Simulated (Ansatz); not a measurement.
**Could WS$_{3}$ exist in this structure?**

Plane-wave DFT in Ansatz with scalar-relativistic PAW potentials. The crystal relaxes under PBE to Pm-3m with a = 4.682 Å, 25.66 Å³/atom. No spin polarisation. The structure is a made-up candidate, not known to be the stable one.

```xyz
4
Lattice="4.6824 0.0000 0.0000 0.0000 4.6824 0.0000 0.0000 0.0000 4.6824" Properties=species:S:1:pos:R:3 pbc="T T T"
W     0.0000    0.0000    0.0000
S     0.0000    0.0000    2.3412
S     0.0000    2.3412    0.0000
S     2.3412    0.0000    0.0000
```

**Question.** Test it against the elements, against displacements at the zone centre and against strain.

**Answer.**
- Energy over the elements: -0.025 eV/atom (PBE, standard states in the same functional, gases uncorrected)
- Optical modes at Γ: all 9 real, 95 to 401 cm⁻¹ (LDA, no gap at this level, so no LO-TO term)
- Least eigenvalue of the elastic tensor: 22 GPa (LDA, smearing 0.15 eV on a cell relaxed with it; where the run has no gap this value hangs on mesh and smearing)

It passes all three tests. So it is a local minimum against everything tried and bound against the elements. Modes at other wave vectors, other structures and decomposition into other compounds weren't tested here. The modes and the tensor belong to cells relaxed at their own level (24.52 Å³/atom for the tensor), not to the cell shown; modes and shear constants soften as a cell grows, so the larger cell shown may fail a test that the smaller one passes.

Spin-orbit coupling is left out, which matters for the bands of heavy elements.